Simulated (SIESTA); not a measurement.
The system is BaTiO3.

```
Ba Ti O
1.0
     3.99980    0.00000    0.00000
     0.00000    3.99980    0.00000
     0.00000    0.00000    4.01800
Ba Ti O
1 1 3
Direct
  0.00000 0.00000 0.00000
  0.50000 0.50000 0.49000
  0.00000 0.50000 0.51700
  0.50000 0.00000 0.51700
  0.50000 0.50000 0.01900
```

Base run:

* Program: SIESTA 5.4.2
* Functional: RPBE
* Potentials or basis: PseudoDojo 0.4 standard (PBE files)
* Basis: DZP (energy shift 0.003 Ry; two zetas on semicore shells; d shell added on Ba)
* Grid cutoff: 800 Ry
* Energy shift: 0.003 Ry
* k mesh: 7 × 7 × 7
* Occupations: fermi-dirac, width 0.05 eV
* Spin: no spin polarisation

Its results: band gap on the k mesh 1.83 eV, indirect (least direct gap 2.01 eV); pressure 8.4 GPa; largest force 0.227 eV/Å.

**Question.** The run is repeated on the same cell with these changes: functional from RPBE to AM05; potentials or basis from PseudoDojo 0.4 standard (PBE files) to PseudoDojo 0.4 standard (PBEsol files). What comes out?

**Answer.** Band gap on the k mesh 1.77 eV, indirect (least direct gap 1.96 eV); pressure -0.9 GPa; largest force 0.300 eV/Å.

Caveats: this set's barium file shifts pressures by up to 1 GPa against other sets; the potentials were made for another functional, which shifts forces and pressure; spin-orbit coupling is left out, which moves the levels of the heavy elements; the mesh misses the band edges, which the band path finds closer together; the basis of atomic orbitals isn't converged, which shifts pressures, moduli and gaps.
